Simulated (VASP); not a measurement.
# Be3H2 (P321) in VASP: settings compared

The runs below take Be3H2 through relaxation of cell and atoms, single point, with PBE, RPBE, MS2.

Program: VASP 6.6.1. These are calculated values, not measurements. Logs are shortened: lines on timing, memory, paths and dates and some standing lists are left out, and cuts for length are marked.

**1. The structure**

It takes space group P321 (No. 150, trigonal). Conventional cell: a = 3.710 Å, b = 3.710 Å, c = 3.600 Å, α = 90.00°, β = 90.00°, γ = 120.00°. Be (site symmetry 2) is surrounded by 2 H at 1.55 Å. Around H (site symmetry 3) lie 3 Be at 1.55 Å.

The cell was built by a generator and needn't be a form met in nature.

**2. Relaxation of cell and atoms, PBE**

File INCAR:

```
PREC = Accurate ; ENCUT = 600
EDIFF = 1E-6 ; ISMEAR = 0
SIGMA = 0.05 ; LREAL = F
LASPH = T ; NELM = 100
ALGO = Normal ; ISIF = 3
LWAVE = F ; LCHARG = F
GGA = PE ; IBRION = 2
NSW = 60 ; EDIFFG = -0.01
```

File KPOINTS:

```
regular mesh
0
Gamma
  8 8 7
```

File POSCAR:

```
Be3H2
1.0
    3.7098100000      0.0000000000      0.0000000000
   -1.8549000000      3.2127900000      0.0000000000
    0.0000000000      0.0000000000      3.5997900000
Be H
3 2
Direct
    0.3314200000      0.3314200000      0.0000000000
    0.6685800000      0.0000000000      0.0000000000
    0.0000000000      0.6685800000      0.0000000000
    0.3333300000      0.6666700000      0.2574400000
    0.6666700000      0.3333300000      0.7425600000
```

Potentials or basis: VASP PAW PBE potentials, release 64 (Be, H).

Launch:

```sh
$ cat potpaw_PBE.64/Be/POTCAR potpaw_PBE.64/H/POTCAR > POTCAR
$ mpirun -np 1 vasp_std > vasp.out
```

OUTCAR:

```text
PREC = Accurate
   ENCUT = 600
   EDIFF = 1E-6
   ISMEAR = 0
   LREAL = F
   LASPH = T
   NELM = 100
   ISIF = 3
   GGA = PE
   IBRION = 2
   NSW = 60
   EDIFFG = -0.01

 ion  position               nearest neighbor table
   1  0.331  0.331  0.000-   4 1.55   5 1.55   3 2.13   2 2.13   3 2.15   2 2.15   2 2.15   3 2.15

   2  0.669  0.000  0.000-   5 1.55   4 1.55   3 2.13   1 2.13   1 2.15   3 2.15   1 2.15   3 2.15

   3  0.000  0.669  0.000-   4 1.55   5 1.55   2 2.13   1 2.13   1 2.15   2 2.15   2 2.15   1 2.15

   4  0.333  0.667  0.257-   3 1.55   2 1.55   1 1.55
   5  0.667  0.333  0.743-   2 1.55   3 1.55   1 1.55

  LATTYP: Found a hexagonal cell.
 ALAT       =     3.7098100000
 C/A-ratio  =     0.9703434947

  Lattice vectors:

 A1 = (   3.7098100000,   0.0000000000,   0.0000000000)
 A2 = (  -1.8549000000,   3.2127900000,   0.0000000000)
 A3 = (   0.0000000000,   0.0000000000,   3.5997900000)

Analysis of symmetry for initial positions (statically):
=====================================================================
 Subroutine PRICEL returns:
 Original cell was already a primitive cell.

 Routine SETGRP: Setting up the symmetry group for a
 hexagonal supercell.

 Subroutine GETGRP returns: Found  2 space group operations
 (whereof  2 operations were pure point group operations)
 out of a pool of 24 trial point group operations.

The static configuration has the point symmetry C_2 .

Analysis of symmetry for dynamics (positions and initial velocities):
=====================================================================
 Subroutine PRICEL returns:
 Original cell was already a primitive cell.

 Routine SETGRP: Setting up the symmetry group for a
 hexagonal supercell.

 Subroutine GETGRP returns: Found  2 space group operations
 (whereof  2 operations were pure point group operations)
 out of a pool of 24 trial point group operations.

The dynamic configuration has the point symmetry C_2 .

 Subroutine INISYM returns: Found  2 space group operations
 (whereof  2 operations are pure point group operations),
 and found     1 'primitive' translations

----------------------------------------------------------------------------------------

                                     Primitive cell

  volume of cell :      42.9053

  direct lattice vectors                    reciprocal lattice vectors
     3.709810000  0.000000000  0.000000000     0.269555584  0.155627555  0.000000000
    -1.854900000  3.212790000  0.000000000     0.000000000  0.311255949  0.000000000
     0.000000000  0.000000000  3.599790000     0.000000000  0.000000000  0.277793982

  length of vectors
     3.709810000  3.709807757  3.599790000     0.311255761  0.311255949  0.277793982

  position of ions in fractional coordinates (direct lattice)
     0.331420000  0.331420000  0.000000000
     0.668580000  0.000000000  0.000000000
     1.000000000  0.668580000  0.000000000
     0.333330000  0.666670000  0.257440000
     0.666670000  0.333330000  0.742560000

  ion indices of the primitive-cell ions
   primitive index   ion index
                 1           1
                 2           2
                 3           3
                 4           4
                 5           5

----------------------------------------------------------------------------------------

 KPOINTS: regular mesh

Automatic generation of k-mesh.
 Grid dimensions read from file:
 generate k-points for:    8    8    7

 Generating k-lattice:

  Cartesian coordinates                     Fractional coordinates (reciprocal lattice)
     0.033694448  0.019453444  0.000000000     0.125000000 -0.000000000  0.000000000
     0.000000000  0.038906994  0.000000000     0.000000000  0.125000000  0.000000000
     0.000000000  0.000000000  0.039684855     0.000000000  0.000000000  0.142857143

  Length of vectors
     0.038906970  0.038906994  0.039684855

  Shift w.r.t. Gamma in fractional coordinates (k-lattice)
     0.000000000  0.000000000  0.000000000

 Subroutine IBZKPT returns following result:
 ===========================================

 Found    129 irreducible k-points:

 Following reciprocal coordinates:
            Coordinates               Weight
  0.000000  0.000000  0.000000      1.000000
  0.125000 -0.000000  0.000000      4.000000
 -0.125000  0.125000  0.000000      2.000000
  0.250000 -0.000000  0.000000      4.000000
 -0.250000  0.250000  0.000000      2.000000
  0.375000  0.000000  0.000000      4.000000
[... 16 lines left out ...]
  0.125000 -0.000000  0.142857      4.000000
  0.000000  0.125000  0.142857      4.000000
 [... further k-points ...]
   k-points           NKPTS =    129   k-points in BZ     NKDIM =    129   number of bands    NBANDS=      8
   number of dos      NEDOS =    301   number of ions     NIONS =      5
   total plane-waves  NPLWV =  27000
   dimension x,y,z NGX =    30 NGY =   30 NGZ =   30
   dimension x,y,z NGXF=    60 NGYF=   60 NGZF=   60
   ions per type =               3   2
   NGX,Y,Z   is equivalent  to a cutoff of  13.44, 13.44, 13.85 a.u.
   NGXF,Y,Z  is equivalent  to a cutoff of  26.89, 26.89, 27.71 a.u.
 SYSTEM =  unknown system
   PREC   = accura    normal or accurate (medium, high low for compatibility)
   ISTART =      0    job   : 0-new  1-cont  2-samecut
   ICHARG =      2    charge: 1-file 2-atom 10-const
   ISPIN  =      1    spin polarized calculation?
   LNONCOLLINEAR =      F non collinear calculations
   LSORBIT =      F    spin-orbit coupling
   LASPH  =      T    aspherical Exc in radial PAW
   ENCUT  =  600.0 eV  44.10 Ry    6.64 a.u.   7.41  7.41  7.19*2*pi/ulx,y,z
   NELM   =    100;   NELMIN=  2; NELMDL= -5     # of ELM steps
   EDIFF  = 0.1E-05   stopping-criterion for ELM
   LREAL  =      F    real-space projection
   EDIFFG = -.1E-01   stopping-criterion for IOM
   NSW    =     60    number of steps for IOM
   IBRION =      2    ionic relax: 0-MD 1-quasi-New 2-CG
   NFREE  =      1    steps in history (QN), initial steepest desc. (CG)
   ISIF   =      3    stress and relaxation
   ISYM   =      2    0-nonsym 1-usesym 2-fastsym
   POTIM  = 0.5000    time-step for ionic-motion
   TEBEG  =    0.0;   TEEND  =   0.0 temperature during run
   PSTRESS=    0.0 pullay stress
   NELECT =       8.0000    total number of electrons
   NUPDOWN=      -1.0000    fix difference up-down
   EMIN   =  10.00;   EMAX   =-10.00  energy-range for DOS
   EFERMI =   0.00;   METHOD = LEGACY
   ISMEAR =     0;   SIGMA  =   0.05  broadening in eV -4-tet -1-fermi 0-gaus
   EFERMI_NEDOS =   21; number of points for ismear=-14 and -15
   IALGO  =     38    algorithm
   IMIX   =      4    mixing-type and parameters
     AMIX     =   0.40;   BMIX     =  1.00
     AMIX_MAG =   1.60;   BMIX_MAG =  1.00
  volume/ion in A,a.u.               =       8.58        57.91
  Fermi-wavevector in a.u.,A,eV,Ry     =   0.935264  1.767394 11.901283  0.874720
  Thomas-Fermi vector in A             =   2.062154
   LORBIT       =      0    0 simple, 1 ext, 2 COOP (PROOUT), +10 PAW based schemes
   GGA     = PE    functional components
   LHFCALC =     F    Hartree Fock is set to
   AEXX    =    0.0000 exact exchange contribution
   IVDW    =     0    specifies the selected vdW correction
   LEPSILON=     F    determine dielectric tensor
   LRPA    =     F    only Hartree local field effects (RPA)
 conjugate gradient relaxation of ions
 non-spin polarized calculation
 Gauss-broadening in eV      SIGMA  =   0.05
  energy-cutoff  :      600.00
  volume of cell :       42.91
 maximum number of plane-waves:      1461
 NGX is ok and might be reduce to    30
   NGX = 15   NGY = 15   NGZ = 15

--------------------------------------- Ionic step        1  -------------------------------------------

 number of electron       7.9999999 magnetization

 Free energy of the ion-electron system (eV)
  ---------------------------------------------------
  ext. energy  EPLUGINS =         0.00000000
  ---------------------------------------------------
  free energy    TOTEN  =       -15.75487264 eV

  energy without entropy =      -15.75281630  energy(sigma->0) =      -15.75384447

------------------------ aborting loop because EDIFF is reached ----------------------------------------

  FORCE on cell =-STRESS in cart. coord.  units (eV):
  Direction    XX          YY          ZZ          XY          YZ          ZX
  --------------------------------------------------------------------------------------
  -------------------------------------------------------------------------------------
  Total       -0.0732008     -0.0732792      0.2656581     -0.0000680     -0.0000553      0.0000957
  in kB       -2.7334761     -2.7364044      9.9202461     -0.0025398     -0.0020639      0.0035748
  external PRESSURE =       1.4834552 kB  Pullay stress =       0.0000000 kB
[... 98 lines left out ...]
  FREE ENERGIE OF THE ION-ELECTRON SYSTEM (eV)
  ---------------------------------------------------
  free  energy   TOTEN  =       -15.7565961625 eV

  energy  without entropy=      -15.7544322575  energy(sigma->0) =      -15.75551421

 E-fermi :   2.5284     XC(G=0):  -8.9347

 val. band max:        2.5024852530   @ k =  -0.1250   0.1250   0.0000
 cond. band min:       2.5368163584   @ k =   0.2500   0.5000   0.4286
 fundamental gap:      0.0343311054
 Fermi energy:         2.5284400838

 k-point     1 :       0.0000    0.0000    0.0000
  band No.  band energies     occupation
      1      -7.6467      2.00000
      2      -2.7818      2.00000
      3       2.8776      0.00000
      4       3.3402      0.00000
      5       3.7396      0.00000
      6       3.7396      0.00000
      7       6.7869      0.00000
      8      10.3900      0.00000
[... 243 lines left out ...]
 k-point    24 :       0.0000    0.1250    0.1429
  band No.  band energies     occupation
      1      -7.3494      2.00000
      2      -3.1279      2.00000
      3       1.6784      2.00000
      4       2.0904      2.00000
      5       4.7235      0.00000
      6       5.0271      0.00000
      7       7.9581      0.00000
      8       9.6945      0.00000

 [... further k-points ...]

[... ionic steps 4 to 15 ...]

--------------------------------------- Ionic step       16  -------------------------------------------

 number of electron       7.9999999 magnetization

------------------------ aborting loop because EDIFF is reached ----------------------------------------

  FORCE on cell =-STRESS in cart. coord.  units (eV):
  Direction    XX          YY          ZZ          XY          YZ          ZX
  --------------------------------------------------------------------------------------
  -------------------------------------------------------------------------------------
  Total        0.1035455      0.1034944     -0.1376090     -0.0000441      0.0000682     -0.0001180
  in kB        3.6344185      3.6326242     -4.8300395     -0.0015489      0.0023922     -0.0041434
  external PRESSURE =       0.8123344 kB  Pullay stress =       0.0000000 kB
[... 63 lines left out ...]
  energy  without entropy=      -15.7668987312  energy(sigma->0) =      -15.76744293

--------------------------------------- Ionic step       18  -------------------------------------------

 number of electron       7.9999999 magnetization

 Free energy of the ion-electron system (eV)
  ---------------------------------------------------
  ext. energy  EPLUGINS =         0.00000000
  ---------------------------------------------------
  free energy    TOTEN  =       -15.76811381 eV

  energy without entropy =      -15.76702497  energy(sigma->0) =      -15.76756939

 E-fermi :   2.2176     XC(G=0):  -8.6912

 val. band max:        2.0624503302   @ k =   0.3750   0.0000   0.0000
 cond. band min:       2.2250659235   @ k =   0.5000   0.5000   0.1429
 fundamental gap:      0.1626155933
 Fermi energy:         2.2175732604

 k-point     1 :       0.0000    0.0000    0.0000
  band No.  band energies     occupation
      1      -7.8850      2.00000
      2      -3.3772      2.00000
      3       2.5247      0.00000
      4       2.7946      0.00000
      5       3.4262      0.00000
      6       3.4263      0.00000
      7       6.1604      0.00000
      8      10.2352      0.00000
[... 243 lines left out ...]
 k-point    24 :       0.0000    0.1250    0.1429
  band No.  band energies     occupation
      1      -7.6219      2.00000
      2      -3.6646      2.00000
      3       1.3417      2.00000
      4       1.6492      2.00000
      5       4.3648      0.00000
      6       4.6959      0.00000
      7       7.2975      0.00000
      8       9.1373      0.00000

 [... further k-points ...]

------------------------ aborting loop because EDIFF is reached ----------------------------------------

  FORCE on cell =-STRESS in cart. coord.  units (eV):
  Direction    XX          YY          ZZ          XY          YZ          ZX
  --------------------------------------------------------------------------------------
  -------------------------------------------------------------------------------------
  Total       -0.0312341     -0.0312300     -0.0464758      0.0000035      0.0000403     -0.0000698
  in kB       -1.0947811     -1.0946394     -1.6290164      0.0001212      0.0014134     -0.0024481
  external PRESSURE =      -1.2728123 kB  Pullay stress =       0.0000000 kB
[... 20 lines left out ...]
  FREE ENERGIE OF THE ION-ELECTRON SYSTEM (eV)
  ---------------------------------------------------
  free  energy   TOTEN  =       -15.7681138077 eV

  energy  without entropy=      -15.7670249657  energy(sigma->0) =      -15.76756939

 reached required accuracy - stopping structural energy minimisation
```

Wall time 2.7 min (1 thread of Intel Xeon 6975P-C (Granite Rapids), shared host); peak memory 0.19 GiB.

Results:

| Item | Value |
| --- | --- |
| Free energy | -15.7681 eV |
| Relaxed volume | 9.14 Å³/atom |
| Relaxed cell | a = 3.703 Å, b = 3.703 Å, c = 3.850 Å, α = 90.00°, β = 90.00°, γ = 120.00° |
| Space group after relaxing (to 0.05 Å) | P321 (No. 150) |
| Energy gained by relaxing | 2.6 meV/atom |
| Ionic steps | 18 |
| Pressure after relaxing | -0.1 GPa |
| Largest force after relaxing | 0.008 eV/Å |
| Band gap on the k mesh | none (metal or under the smearing width) |

Forces on the atoms (eV/Å):
```
Be   0.001  0.001  0.000
Be  -0.002  0.000  0.000
Be   0.001 -0.001  0.000
H    0.000  0.000 -0.008
H    0.000  0.000  0.008
```

Step by step:
```
step  energy change (eV)  largest force (eV/Å)  pressure (GPa)  volume (Å³)
   1              0.0000                0.0569            0.15        42.91
   2             -0.0011                0.0182            0.19        42.95
   3             -0.0017                0.0604            0.27        43.05
   4             -0.0018                0.0466            0.25        43.04
   5             -0.0024                0.0386            0.15        43.18
   6             -0.0028                0.0926           -0.02        43.42
   7             -0.0033                0.1016           -0.01        43.51
   8             -0.0047                0.1188            0.01        43.75
   9             -0.0069                0.1388            0.08        44.23
  10             -0.0067                0.1552            0.27        45.19
  11             -0.0078                0.1475            0.15        44.60
  12             -0.0087                0.1368            0.16        44.72
  13             -0.0108                0.1014            0.17        45.08
  14             -0.0117                0.0528            0.23        45.79
  15             -0.0119                0.0484            0.21        45.59
  16             -0.0125                0.0405            0.08        45.65
  17             -0.0131                0.0218           -0.24        45.78
  18             -0.0132                0.0079           -0.13        45.71
```

Final structure:
```
CELL_PARAMETERS angstrom
3.70283 0.00000 0.00003
-1.85141 3.20674 -0.00003
0.00003 -0.00002 3.84958
ATOMIC_POSITIONS crystal
Be 0.33180 0.33180 0.00000
Be 0.66820 0.00000 0.00000
Be 0.00000 0.66820 0.00000
H 0.33333 0.66667 0.23934
H 0.66667 0.33333 0.76066
```

**3. Relaxation of cell and atoms, RPBE**

File INCAR:

```
PREC = Accurate
ENCUT = 600
EDIFF = 1E-6
ISMEAR = 0
SIGMA = 0.05
LREAL = F
LASPH = T
NELM = 100
ALGO = Fast
ISIF = 3
LWAVE = F
LCHARG = F
GGA = RP
IBRION = 2
NSW = 60
EDIFFG = -0.01
```

KPOINTS is that of step 2.

POSCAR is that of step 2.

Potentials or basis: VASP PAW PBE potentials, release 64 (Be, H).

Launch:

```sh
$ cat potpaw_PBE.64/Be/POTCAR potpaw_PBE.64/H/POTCAR > POTCAR
$ mpirun -np 1 vasp_std > vasp.out
```

Run time: 2.6 min. Hardware: 1 thread of Intel Xeon 6975P-C (Granite Rapids), shared host; peak memory 0.21 GiB.

It converged, with:

```yaml
Free_energy: -15.0349 eV
Relaxed_volume: 9.77 Å³/atom
Relaxed_cell: a = 3.732 Å, b = 3.732 Å, c = 4.050 Å, α = 90.00°, β = 90.00°, γ = 120.00°
Space_group_after_relaxing_to_0.05_Å: P321 (No. 150)
Energy_gained_by_relaxing: 7.9 meV/atom
Ionic_steps: 16
Pressure_after_relaxing: -0.1 GPa
Largest_force_after_relaxing: 0.007 eV/Å
Band_gap_on_the_k_mesh: none (metal or under the smearing width)
```

Forces in eV/Å, atoms in the order of the input:
```
Be  -0.004 -0.006  0.000
Be   0.007  0.000  0.000
Be  -0.004  0.006  0.000
H    0.000  0.000 -0.005
H    0.000  0.000  0.005
```

Stress tensor (GPa, compression positive):
```
-0.12  0.00  0.00
 0.00 -0.12  0.00
 0.00  0.00  0.07
```

Step by step:
```tsv
step	energy change (eV)	largest force (eV/Å)	pressure (GPa)	volume (Å³)
1	0.0000	0.0612	2.02	42.91
2	-0.0064	0.0233	0.81	43.58
3	-0.0078	0.0418	-0.11	44.13
4	-0.0078	0.0367	-0.04	44.08
5	-0.0095	0.0529	0.02	44.20
6	-0.0136	0.1169	0.20	44.56
7	-0.0158	0.2067	0.57	45.25
8	-0.0162	0.1815	0.44	45.04
9	-0.0173	0.1841	0.45	45.15
10	-0.0202	0.1902	0.45	45.46
11	-0.0246	0.1914	0.47	46.08
12	-0.0282	0.1917	0.61	47.32
13	-0.0350	0.1298	0.19	47.97
14	-0.0387	0.0469	-0.34	48.87
15	-0.0388	0.0390	-0.39	48.97
16	-0.0393	0.0075	-0.06	48.85
```

Final structure:
```xyz
5
Lattice="3.7321 0.0000 0.0000 -1.8661 3.2321 0.0000 0.0000 0.0000 4.0500" Properties=species:S:1:pos:R:3 pbc="T T T"
Be    0.6191    1.0723    4.0500
Be    2.4939    0.0000    0.0000
Be   -1.2469    2.1598    4.0500
H     0.0000    2.1547    0.9203
H     1.8661    1.0773    3.1298
```

Levels at points of the mesh, in eV from the Fermi level:
```csv
k point,band 1,band 2,band 3,band 4,band 5,band 6,band 7,band 8
"(0.00, 0.00, 0.00)",-9.88,-5.66,0.35,0.50,1.31,1.31,3.83,8.07
"(0.50, 0.00, 0.00)",-8.22,-7.21,-3.33,0.30,1.33,3.41,5.79,6.84
"(0.50, 0.50, 0.00)",-8.22,-7.21,-3.33,0.30,1.33,3.41,5.79,6.84
```

Caveat: the PAW data sets were made with another functional, which shifts forces and pressure a little.

(Continued in part 2 of 2.)
